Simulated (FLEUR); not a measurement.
# Pb (Fm-3m) in FLEUR: further runs, part 3 of 3

FLEUR MaX-R8.1 (patched build s14). The steps go on from the part before.

## 7. Equation of state, PBE, 31.54 Å³/atom (volume scaled by 1.04)

Input file inp.xml:

```xml
<?xml version="1.0" encoding="UTF-8" standalone="no"?>
<fleurInput fleurInputVersion="0.39">
   <comment>
      Pb                                                                                                  
   </comment>
   <calculationSetup>
      <cutoffs Kmax="3.5" Gmax="17.5" GmaxXC="17.5" numbands="0"/>
      <scfLoop itmax="60" minDistance="0.00001" maxIterBroyd="15" imix="Anderson" alpha="0.05" precondParam="0.0" spinf="2.0" sdNocoIR="T"/>
      <coreElectrons ctail="T" frcor="F" kcrel="0" coretail_lmax="0"/>
      <xcFunctional name="pbe" relativisticCorrections="F"/>
      <magnetism jspins="1"/>
      <soc l_soc="F" theta="0.0" phi="0.0" spav="F"/>
      <expertModes spex="0" secvar="F"/>
      <geometryOptimization l_f="F" forcealpha="1.0" forcemix="BFGS" epsdisp="0.00001" epsforce="0.00001"/>
      <ldaU l_linMix="F" mixParam="0.05" spinf="1.0"/>
   </calculationSetup>
   <cell>
      <bzIntegration valenceElectrons="20.0" mode="hist" fermiSmearingEnergy="0.00183747">
         <kPointListSelection listName="default-1"/>
         <!-- k-points included here -->
         <xi:include xmlns:xi="http://www.w3.org/2001/XInclude" href="kpts.xml"> </xi:include>
      </bzIntegration>
      <!-- symmetry operations included here -->
      <xi:include xmlns:xi="http://www.w3.org/2001/XInclude" href="sym.xml"> </xi:include>
      <bulkLattice scale="1.0131594038">
         <bravaisMatrix>
            <row-1>    0.0000000000000000     4.6771099529074922     4.6771099529074922</row-1>
            <row-2>    4.6771099529074922     0.0000000000000000     4.6771099529074922</row-2>
            <row-3>    4.6771099529074922     4.6771099529074922     0.0000000000000000</row-3>
         </bravaisMatrix>
      </bulkLattice>
   </cell>
   <atomSpecies>
      <species name="Lead (Pb)" element="Pb" atomicNumber="82">
         <mtSphere radius="2.66" gridPoints="879" logIncrement="0.015"/>
         <atomicCutoffs lmax="9" lnonsphr="7"/>
         <electronConfig flipSpins="F">
            <coreConfig>(1s1/2) (2s1/2) (2p1/2) (2p3/2) (3s1/2) (3p1/2) (3p3/2) (4s1/2) (3d3/2) (3d5/2) (4p1/2) (4p3/2) (4d3/2) (4d5/2) (4f5/2) (4f7/2) (5s1/2)</coreConfig>
            <valenceConfig>(5p1/2) (5p3/2) (6s1/2) (5d3/2) (5d5/2) (6p1/2) (6p3/2)</valenceConfig>
            <stateOccupation state="(6p1/2)" spinUp="0.333333" spinDown="0.333333"/>
            <stateOccupation state="(6p3/2)" spinUp="0.666667" spinDown="0.666667"/>
         </electronConfig>
         <energyParameters s="6" p="6" d="5" f="5"/>
         <lo type="SCLO" l="1" n="5" eDeriv="0"/>
         <lo type="SCLO" l="1" n="5" eDeriv="1"/>
         <lo type="SCLO" l="0" n="6" eDeriv="2"/>
         <lo type="SCLO" l="2" n="5" eDeriv="2"/>
         <lo type="SCLO" l="3" n="5" eDeriv="2"/>
      </species>
   </atomSpecies>
   <atomGroups>
      <atomGroup species="Lead (Pb)">
         <relPos label="                   1">.0000000000 .0000000000 .0000000000</relPos>
         <force calculate="T" relaxXYZ="TTT"/>
      </atomGroup>
   </atomGroups>
   <output dos="F" band="F" slice="F">
      <checks vchk="F" cdinf="F"/>
      <bandDOS minEnergy="-.5*Htr" maxEnergy="0.5*Htr" sigma="0.015" storeEVData="T"/>
      <vacuumDOS vacdos="F" integ="F" star="F" nstars="0" locx1="0.0" locy1="0.0" locx2="0.0" locy2="0.0" nstm="0" tworkf="0.0"/>
      <unfoldingBand unfoldBand="F" supercellX="1" supercellY="1" supercellZ="1"/>
      <plotting iplot="0" polar="F">
         <plot TwoD="T" vec1="  1.0  0.0  0.0" vec2="  0.0  1.0  0.0" vec3="  0.0  0.0  1.0" zero="  0.0  0.0  0.0" file="plot"/>
      </plotting>
      <chargeDensitySlicing numkpt="0" minEigenval="0.0" maxEigenval="0.0" nnne="0" pallst="F"/>
      <specialOutput eonly="F"/>
      <moessbauerParams electricFieldGradient="T" isomerShift="T" coreHyperfine="T" valenceHyperfine="T"/>
      <magneticCircularDichroism mcd="F" energyLo="-10.0" energyUp="0.0"/>
   </output>
  <!-- We include the file relax.xml here to enable relaxations (see documentation) -->
  <xi:include xmlns:xi="http://www.w3.org/2001/XInclude" href="relax.xml"> <xi:fallback/> </xi:include>
</fleurInput>
```

Command:

```sh
$ inpgen -f crystal.txt -profile veryFastHighL
$ # inp.xml edited to the form shown
$ fleur_MPI
```

Run time: 9.5 s. Hardware: 1 thread of Arm Neoverse V2, shared host; peak memory 0.08 GiB.

The run converged. Its results:

- Free energy: -569487.4000 eV
- Band gap on the k mesh: none (metal or under the smearing width)
- Valence electrons inside the program's atomic spheres: Pb 17.99 (radii Pb 2.66 bohr)

## 8. Equation of state, PBE, 32.14 Å³/atom (volume scaled by 1.06)

Edit inp.xml of step 7 so:

```diff
@@ -24,3 +24,3 @@
       <xi:include xmlns:xi="http://www.w3.org/2001/XInclude" href="sym.xml"> </xi:include>
-      <bulkLattice scale="1.0131594038">
+      <bulkLattice scale="1.0196128224">
          <bravaisMatrix>
```

Command:

```sh
$ inpgen -f crystal.txt -profile veryFastHighL
$ # inp.xml edited to the form shown
$ fleur_MPI
```

It took 9.6 s on 1 thread of Arm Neoverse V2, shared host; peak memory 0.08 GiB.

The run converged. Its results:

- Free energy: -569487.4003 eV
- Band gap on the k mesh: none (metal or under the smearing width)
- Valence electrons inside the program's atomic spheres: Pb 17.98 (radii Pb 2.66 bohr)

## 9. Equation of state, PBE

Potentials or basis: all-electron, FLAPW.

No new run: the results of the series are fitted here.

Results:

| Quantity | Value |
| --- | --- |
| Equilibrium volume | 31.87 Å³/atom |
| Bulk modulus | 38 GPa |
| Pressure derivative of the bulk modulus | 6.6 (rough: it moves with the points fitted) |

Energy against volume, from the lowest point:
| volume (Å³/atom) | energy (meV/atom) |
| --- | --- |
| 28.503 | 55.60 |
| 29.110 | 35.48 |
| 30.323 | 9.76 |
| 31.535 | 0.31 |
| 32.142 | 0.00 |

## 10. How close it comes

Step 9. The cell as given is a measured one (30.32 Å³/atom); PBE puts the equilibrium volume +5.1 % from it, thermal expansion not counted.
